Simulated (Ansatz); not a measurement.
## Formation energy of ZnS

The computed numbers are results of PBE, scalar-relativistic (no spin polarisation) in the plane-wave PAW code Ansatz at 420 eV, Γ-centred 12×12×12 mesh, 0.05 eV Gaussian smearing. The datasets are Ansatz's generated set soft_2.

The chain of runs began from a cell as deposited in COD, expanded in volume.

Symmetry: F-43m, No. 216, cubic system. Conventional cell: a = 5.444 Å, b = 5.444 Å, c = 5.444 Å, α = 90.00°, β = 90.00°, γ = 90.00°. Around Zn (site symmetry -43m) lie 4 S at 2.36 Å. S (site symmetry -43m) has 4 Zn at 2.36 Å as nearest neighbours. (Neighbours are counted to 15 % beyond the shortest distance.)

The elements were computed in their standard states with the same datasets, cutoff and functional. Absolute energies hang on the potentials; compare differences alone.

Energy of the relaxed cell (2 atoms, smearing extrapolated to zero): -4222.734 eV. Elements, in eV/atom: Zn -3319.033, S -902.059.

**Question.** What is the formation energy?

**Answer.** [-4222.734 − (1 × -3319.033 + 1 × -902.059)] / 2 = -0.82 eV/atom, or -79 kJ per mole of atoms.

The value is for 0 K, without zero-point energy. Uncorrected semilocal values for oxides, chalcogenides and halides often miss by tenths of an eV an atom. A negative value shows stability against the elements alone, not against other compounds or structures.

Bader charges against formal ones: Zn +0.89 (+2), S −0.89 (−2). The cations give up 44 % of the formal charge; Bader charges stay under formal ones because the anions' density reaches into the cations' basins, the more so the higher the formal charge and the softer the anion.

Formal charges Zn²⁺, S²⁻ balance and leave closed shells on every ion, so a band insulator is expected, and the gap is 2.01 eV.

Kohn–Sham gaps of semilocal functionals lie under measured ones, often by a third or more.
